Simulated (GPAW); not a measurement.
# NaF (Villiaumite): G0W0 on several meshes in GPAW

Aim: the GW shift of NaF (Villiaumite) against the k mesh.

Program: GPAW 26.7.0. Level of theory: PBE and many-body steps on it, plane waves. Results are calculated unless marked as measured.

The database entry behind the starting cell differs from later determinations by our own check (0.1 to 0.3 % short, probably kX units), so it need not match the best structure at ambient conditions.

### Step 1. Starting point

Symmetry: Fm-3m, No. 225, cubic system. The conventional cell has a = 4.620 Å, b = 4.620 Å, c = 4.620 Å, α = 90.00°, β = 90.00°, γ = 90.00°. Nearest to Na lie 6 F at 2.31 Å. Nearest to F lie 6 Na at 2.31 Å. Farther neighbours and most contacts between anions are not listed.

As a file:

```xyz
2
Lattice="0.0000 2.3100 2.3100 2.3100 0.0000 2.3100 2.3100 2.3100 0.0000" Properties=species:S:1:pos:R:3 pbc="T T T"
Na    0.0000    0.0000    0.0000
F     2.3100    2.3100    2.3100
```

The cell and positions come from the Crystallography Open Database and are kept as given unless a step says otherwise.

### Step 2. Empty states on the mesh, 6×6×6 mesh, 376 bands

This step: GPAW 26.7.0; DFT, PBE, plane waves, PAW.

The sums over transitions need many empty states on a uniform mesh; this step solves for them.

Contents of run.py:

```python
import json
import numpy as np
from gpaw.mpi import world
from gpaw import GPAW

calc = GPAW('gs.gpw').fixed_density(kpts={'size': (6, 6, 6), 'gamma': True},
    parallel={'domain': 1, 'band': 1},
    txt='nscf.txt')
calc.diagonalize_full_hamiltonian(nbands=376)
calc.write('full.gpw', mode='all')
res = {}
kpts = calc.get_ibz_k_points()
res['kpts'] = kpts
res['eigenvalues'] = [calc.get_eigenvalues(kpt=k) for k in range(len(kpts))]
res['n_electrons'] = calc.get_number_of_electrons()

if world.rank == 0:
    with open('result.json', 'w') as f:
        json.dump(res, f, default=lambda x: x.tolist())
```

Launch:

```sh
mpirun -n 4 gpaw python run.py
```

Numbers of over 12 decimals in the logs are rounded to 6 here.

The program printed:

```text
Diagonalizing LCAO Hamiltonian
Converting LCAO to pw mode
convergence criteria:
- Maximum integral of absolute [eigenst]ate change: 4e-08 eV^2 / valence electron
maximum number of iterations: 100

SCF iterations
|iter     |     time |      energy | eigst |  dens |
|iter:   1|  |             | +1.95 |       |
|iter:   2|  |             | +0.39 |       |
|iter:   3|  |             | -0.96 |       |
|iter:   4|  |             | -3.37 |       |
|iter:   5|  |             | -5.34 |       |
|iter:   6|  |             | -7.04 |       |
|iter:   7|  |             | -8.22c|       |
SCF steps: 7
  __  _  _
 | _ |_)|_||  |
 |__||  | ||/\| - 26.7.0

Input parameters:
  mode=PW(ecut=600.0),
  convergence={'density': 1e-06, 'bands': -3},
  gpts=array([20, 20, 20]),
  kpts=MonkhorstPack(size=(6, 6, 6), gamma=True),
  maxiter=100,
  nbands=14,
  occupations=Occupations(name='fermi-dirac', width=0.001, fixmagmom=False),
  parallel={'domain': 1, 'band': 1},
  xc=XC(name='PBE')
Matrix size: 869x869
# Writing to full.gpw (mode='all')
  [... matrices ...]

timing:  # [seconds]
  Total: 3.143  # ━━━━━━━━━━━━━━━━━━━━━━━━━━━━━━━━━━━━━━━━━━━━━━━━━━━━━━━━━━━
```

The job ended after 8.5 s (4 MPI ranks of Intel Xeon Platinum 8259CL at 2.50GHz (Skylake/Cascade Lake), shared host; peak memory 0.98 GiB).

Numbers from this step:

```
gap                                                           : 6.378 eV
k of the valence top                                          : 0, 0, 0
k of the conduction bottom                                    : 0, 0, 0
least direct gap                                              : 6.378 eV
k points computed                                             : 16
lowest point of the top converged band, above the valence top : 345.1271 eV
```

On this mesh the gap is 6.378 eV.

### Step 3. 6×6×6

G0W0 replaces the xc potential by the self-energy, built once from these orbitals. Only a window of levels is corrected, while the sums run over the empty bands that the input names.

This step: G0W0 on PBE, plane waves, PAW.

Contents of run.py:

```python
import json
import numpy as np
from gpaw.mpi import world
from gpaw.response.g0w0 import G0W0

gw = G0W0('full.gpw',
    filename='gw',
    kpts=[0],
    bands=(5, 9),
    ecut=210,
    nbands=170,
    integrate_gamma='WS',
    ppa=True)
gw.calculate()
res = {mode: {k: v for k, v in r.items() if k != 'sigma_eskwn'}
       for mode, r in gw.all_results.items()}

if world.rank == 0:
    with open('result.json', 'w') as f:
        json.dump(res, f, default=lambda x: x.tolist())
```

Launch:

```sh
mpirun -n 4 gpaw python run.py
```

The program printed:

```text
Using integrator: PointIntegrator
FrequencyGridDescriptor(from 0.000+0.000j to 0.000+27.211j eV, 2 points)
Nonperiodic BCs:  [False False False]
Using integrator: PointIntegrator
FrequencyGridDescriptor(from 0.000+0.000j to 0.000+27.211j eV, 2 points)
Nonperiodic BCs:  [False False False]
  ___  _ _ _
 |   || | | |
 | | || | | |
 |__ ||_____|
 |___|

BZ k-points: Symmetries present (total): 48

  [... matrices ...]
216 k-points: 6 x 6 x 6 Monkhorst-Pack grid + [1/12,1/12,1/12]
16 k-points in the irreducible part of the Brillouin zone
       k-points in crystal coordinates                weights
   0:     0.00000000    0.00000000    0.00000000          1/216
   1:     0.16666667    0.16666667    0.00000000          6/216
   2:     0.16666667    0.16666667    0.16666667          8/216
   3:     0.33333333    0.16666667    0.16666667         12/216
   4:     0.33333333    0.33333333   -0.33333333         12/216
   5:     0.33333333    0.33333333    0.00000000          6/216
   6:     0.33333333    0.33333333    0.16666667         24/216
   7:     0.33333333    0.33333333    0.33333333          8/216
   8:     0.50000000    0.33333333   -0.33333333         24/216
   9:     0.50000000    0.33333333   -0.16666667         12/216
          ...
  15:     0.50000000    0.50000000    0.50000000          4/216

Distributing spins, k-points and bands (1 x 1 x 4) over 4 processes
Number of blocks: 1

Quasi particle states:
k-points (IBZ indices): [0]
Band range: (5, 9)
  [... matrices ...]
Computational parameters:
Plane wave cut-off: 210 eV
Number of bands: 170
Coulomb cutoff: None
Broadening: 0.1 eV

fxc modes: GW
Kernel: RPA
Using Godby-Needs plasmon-pole approximation:
  Fitting energy: i*E0, E0 = 1.000 Hartree
Summing all q:

Calculating screened Coulomb potential
No Coulomb truncation
FrequencyGridDescriptor(from 0.000+0.000j to 0.000+27.211j eV, 2 points)
Removing empty qpoint cache files...

Calculating chi0 body with:
    Ground state adapter containing:
    Number of spins: 1
    Number of kpoints: 216
    Number of irreducible kpoints: 16
    Number of completely occupied states: 7
    Number of partially occupied states: 7
    Occupied states memory: 0.8544921875 M / cpu

    Linear response parametrization:
    q_c: [1.3877787807814457e-17, 1.3877787807814457e-17, 1.3877787807814457e-17]
    Number of frequency points: 2
    Planewave cutoff: 210.0
    Number of bands: 170
    Number of planewaves: 169
    Broadening (eta): 1e-06
    comm.size: 4
    kncomm.size: 4
    blockcomm.size: 1

    Memory estimate of potentially large arrays:
        chi0_wGG: 0.871613 M / cpu
Integrating chi0 body.

Symmetries of q_c:
    Direct symmetries (Uq -> q): 48
    Indirect symmetries (TUq -> q): 0
In total 48 allowed symmetries.

  [... matrices ...]
16 groups of equivalent kpoints. 92.592593% reduction.

Integral kind: response function
Integrating chi0 head and wings.

Symmetries of q_c:
    Direct symmetries (Uq -> q): 48
    Indirect symmetries (TUq -> q): 0
In total 48 allowed symmetries.

  [... matrices ...]
16 groups of equivalent kpoints. 92.592593% reduction.

Integral kind: response function wings

Calculating chi0 body with:
    Ground state adapter containing:
    Number of spins: 1
    Number of kpoints: 216
    Number of irreducible kpoints: 16
    Number of completely occupied states: 7
    Number of partially occupied states: 7
[... the further q-points ...]

Results:
f:      Occupation numbers
eps:     KS-eigenvalues [eV]
vxc:     KS vxc [eV]
exx:     Exact exchange [eV]
sigma:   Self-energies [eV]
dsigma:  Self-energy derivatives
Z:       Renormalization factors
qp:      QP-energies [eV]

k-point 0 (0): (0.000, 0.000, 0.000)                GW
band       f     eps     vxc     exx   sigma  dsigma       Z      qp
                                                                   GW
   5   1.000  -1.693 -23.643 -31.320   4.313  -0.228   0.814  -4.434
   6   1.000  -1.693 -23.643 -31.320   4.313  -0.228   0.814  -4.434
   7   0.000   4.685 -10.175  -5.932  -2.611  -0.107   0.904   6.160
   8   0.000  17.389  -7.141  -2.148  -3.138  -0.117   0.896  19.051
```

The job ended after 2 min (4 MPI ranks; peak memory 1.3 GiB).

Numbers from this step:

```yaml
g0w0_gap_on_the_points_computed: 10.59 eV
least_direct_g0w0_gap_on_the_computed_points: 10.59 eV
z_at_the_valence_top: 0.8144
z_at_the_conduction_bottom: 0.9036
starting_gap_on_the_mesh: 6.378 eV
k_of_the_valence_top: 0, 0, 0
k_of_the_conduction_bottom: 0, 0, 0
```

The gap on the mesh goes from 6.38 eV to 10.59 eV, a correction of +4.22 eV.

### Step 4. Empty states on the mesh, 4×4×4 mesh, 180 bands

This step: DFT, PBE, plane waves, PAW.

Contents of run.py:

```python
import json
import numpy as np
from gpaw.mpi import world
from gpaw import GPAW

calc = GPAW('gs.gpw').fixed_density(kpts={'size': (4, 4, 4), 'gamma': True},
    parallel={'domain': 1, 'band': 1},
    txt='nscf.txt')
calc.diagonalize_full_hamiltonian(nbands=180)
calc.write('full.gpw', mode='all')
res = {}
kpts = calc.get_ibz_k_points()
res['kpts'] = kpts
res['eigenvalues'] = [calc.get_eigenvalues(kpt=k) for k in range(len(kpts))]
res['n_electrons'] = calc.get_number_of_electrons()

if world.rank == 0:
    with open('result.json', 'w') as f:
        json.dump(res, f, default=lambda x: x.tolist())
```

Launch:

```sh
mpirun -n 4 gpaw python run.py
```

The program printed:

```text
Diagonalizing LCAO Hamiltonian
Converting LCAO to pw mode
convergence criteria:
- Maximum integral of absolute [eigenst]ate change: 4e-08 eV^2 / valence electron
maximum number of iterations: 100

SCF iterations
|iter     |     time |      energy | eigst |  dens |
|iter:   1|  |             | +1.92 |       |
|iter:   2|  |             | +0.20 |       |
|iter:   3|  |             | -1.13 |       |
|iter:   4|  |             | -3.22 |       |
|iter:   5|  |             | -5.60 |       |
|iter:   6|  |             | -7.28 |       |
|iter:   7|  |             | -8.18c|       |
SCF steps: 7
  __  _  _
 | _ |_)|_||  |
 |__||  | ||/\| - 26.7.0

Input parameters:
  mode=PW(ecut=600.0),
  convergence={'density': 1e-06, 'bands': -3},
  gpts=array([20, 20, 20]),
  kpts=MonkhorstPack(size=(4, 4, 4), gamma=True),
  maxiter=100,
  nbands=14,
  occupations=Occupations(name='fermi-dirac', width=0.001, fixmagmom=False),
  parallel={'domain': 1, 'band': 1},
  xc=XC(name='PBE')
Matrix size: 869x869
# Writing to full.gpw (mode='all')
  [... matrices ...]

timing:  # [seconds]
  Total: 1.458  # ━━━━━━━━━━━━━━━━━━━━━━━━━━━━━━━━━━━━━━━━━━━━━━━━━━━━━━━━━━━
```

The job ended after 7.2 s (4 MPI ranks; peak memory 0.82 GiB).

Numbers from this step:

| Quantity | Value |
| --- | --- |
| gap | 6.378 eV |
| k of the valence top | 0, 0, 0 |
| k of the conduction bottom | 0, 0, 0 |
| least direct gap | 6.378 eV |
| k points computed | 8 |
| lowest point of the top converged band, above the valence top | 203.3538 eV |

On this mesh the gap is 6.378 eV.

### Step 5. 4×4×4

This step: G0W0 on PBE, plane waves, PAW.

Contents of run.py:

```python
import json
import numpy as np
from gpaw.mpi import world
from gpaw.response.g0w0 import G0W0

gw = G0W0('full.gpw',
    filename='gw',
    kpts=[0],
    bands=(5, 9),
    ecut=210,
    nbands=170,
    integrate_gamma='WS',
    ppa=True)
gw.calculate()
res = {mode: {k: v for k, v in r.items() if k != 'sigma_eskwn'}
       for mode, r in gw.all_results.items()}

if world.rank == 0:
    with open('result.json', 'w') as f:
        json.dump(res, f, default=lambda x: x.tolist())
```

Launch:

```sh
mpirun -n 4 gpaw python run.py
```

The program printed:

```text
Using integrator: PointIntegrator
FrequencyGridDescriptor(from 0.000+0.000j to 0.000+27.211j eV, 2 points)
Nonperiodic BCs:  [False False False]
Using integrator: PointIntegrator
FrequencyGridDescriptor(from 0.000+0.000j to 0.000+27.211j eV, 2 points)
Nonperiodic BCs:  [False False False]
  ___  _ _ _
 |   || | | |
 | | || | | |
 |__ ||_____|
 |___|

BZ k-points: Symmetries present (total): 48

  [... matrices ...]
64 k-points: 4 x 4 x 4 Monkhorst-Pack grid + [1/8,1/8,1/8]
8 k-points in the irreducible part of the Brillouin zone
       k-points in crystal coordinates                weights
   0:     0.00000000    0.00000000    0.00000000          1/64
   1:     0.25000000    0.25000000    0.00000000          6/64
   2:     0.25000000    0.25000000    0.25000000          8/64
[...]
6:     0.50000000    0.50000000    0.25000000         24/64
   7:     0.50000000    0.50000000    0.50000000          4/64

Distributing spins, k-points and bands (1 x 1 x 4) over 4 processes
Number of blocks: 1

Quasi particle states:
k-points (IBZ indices): [0]
Band range: (5, 9)
  [... matrices ...]
Computational parameters:
Plane wave cut-off: 210 eV
Number of bands: 170
Coulomb cutoff: None
Broadening: 0.1 eV

fxc modes: GW
Kernel: RPA
Using Godby-Needs plasmon-pole approximation:
  Fitting energy: i*E0, E0 = 1.000 Hartree
Summing all q:

Calculating screened Coulomb potential
No Coulomb truncation
FrequencyGridDescriptor(from 0.000+0.000j to 0.000+27.211j eV, 2 points)
Removing empty qpoint cache files...

Calculating chi0 body with:
    Ground state adapter containing:
    Number of spins: 1
    Number of kpoints: 64
    Number of irreducible kpoints: 8
    Number of completely occupied states: 7
    Number of partially occupied states: 7
    Occupied states memory: 0.8544921875 M / cpu

    Linear response parametrization:
    q_c: [0.0, 0.0, 0.0]
    Number of frequency points: 2
    Planewave cutoff: 210.0
    Number of bands: 170
    Number of planewaves: 169
    Broadening (eta): 1e-06
    comm.size: 4
    kncomm.size: 4
    blockcomm.size: 1

    Memory estimate of potentially large arrays:
        chi0_wGG: 0.871613 M / cpu
Integrating chi0 body.

Symmetries of q_c:
    Direct symmetries (Uq -> q): 48
    Indirect symmetries (TUq -> q): 0
In total 48 allowed symmetries.

  [... matrices ...]
8 groups of equivalent kpoints. 87.5% reduction.

Integral kind: response function
Integrating chi0 head and wings.

Symmetries of q_c:
    Direct symmetries (Uq -> q): 48
    Indirect symmetries (TUq -> q): 0
In total 48 allowed symmetries.

  [... matrices ...]
8 groups of equivalent kpoints. 87.5% reduction.

Integral kind: response function wings

Calculating chi0 body with:
    Ground state adapter containing:
    Number of spins: 1
    Number of kpoints: 64
    Number of irreducible kpoints: 8
    Number of completely occupied states: 7
    Number of partially occupied states: 7
    Occupied states memory: 0.8544921875 M / cpu

    Linear response parametrization:
[... the further q-points ...]

Results:
f:      Occupation numbers
eps:     KS-eigenvalues [eV]
vxc:     KS vxc [eV]
exx:     Exact exchange [eV]
sigma:   Self-energies [eV]
dsigma:  Self-energy derivatives
Z:       Renormalization factors
qp:      QP-energies [eV]

k-point 0 (0): (0.000, 0.000, 0.000)                GW
band       f     eps     vxc     exx   sigma  dsigma       Z      qp
                                                                   GW
   5   1.000  -1.693 -23.643 -31.326   4.309  -0.229   0.814  -4.439
   6   1.000  -1.693 -23.643 -31.326   4.309  -0.229   0.814  -4.439
   7   0.000   4.685 -10.175  -5.916  -2.616  -0.107   0.903   6.169
   8   0.000  17.389  -7.141  -2.147  -3.134  -0.118   0.894  19.053
```

Run time: 33 s. Hardware: 4 MPI ranks; peak memory 1.1 GiB.

This step gave:

```yaml
g0w0_gap_on_the_points_computed: 10.61 eV
least_direct_g0w0_gap_on_the_computed_points: 10.61 eV
z_at_the_valence_top: 0.8138
z_at_the_conduction_bottom: 0.9033
starting_gap_on_the_mesh: 6.378 eV
k_of_the_valence_top: 0, 0, 0
k_of_the_conduction_bottom: 0, 0, 0
```

Against G0W0 in GPAW (6×6×6 mesh, 170 bands, screening to 210 eV, Godby-Needs plasmon pole), the gap moves by +0.015 eV.

### Step 6. Side by side

Times are wall times on 4 MPI ranks of Intel Xeon Platinum 8259CL at 2.50GHz (Skylake/Cascade Lake), shared host, good to a factor of about two.

```tsv
run	mesh	bands	screening cutoff (eV)	DFT gap (eV)	gap on the mesh (eV)	direct (eV)	time
6×6×6	6×6×6	170	210	6.378	10.594	10.594	2 min
4×4×4	4×4×4	170	210	6.378	10.608	10.608	33 s
```

### Step 7. What came out

```yaml
6x6x6: 10.594 eV
4x4x4: 10.608 eV
known_limits: not at the basis limit; coarse k mesh
```

What this shows: 4×4×4: +0.015 eV against 6×6×6. Bands and cutoff are finite, so the gap is not at the basis limit. The miss can reach some tenths of an eV and take either sign; the mesh is an error of its own. These stock PAW sets were not made for GW. In the G0W0 runs levels were corrected at 1 k point alone, so a gap called «on the mesh» is the least over those, and an edge elsewhere would be missed.

[Paths, hosts, dates, memory and timing lines, banners, echoed tables and standing remarks are left out of the program output.]

[Logs are printed without paths, hosts, clocks, repeated set-up lines and the standing remarks that a program may print on its own settings, such as how far it seeks lower states.]

[Runs of the session that timed out or met a known fault of the program may be left out.]

[Hosts, paths, dates, database ids (printed as entryN), source tags and the programs' standing remarks are cut or masked in the printed files.]
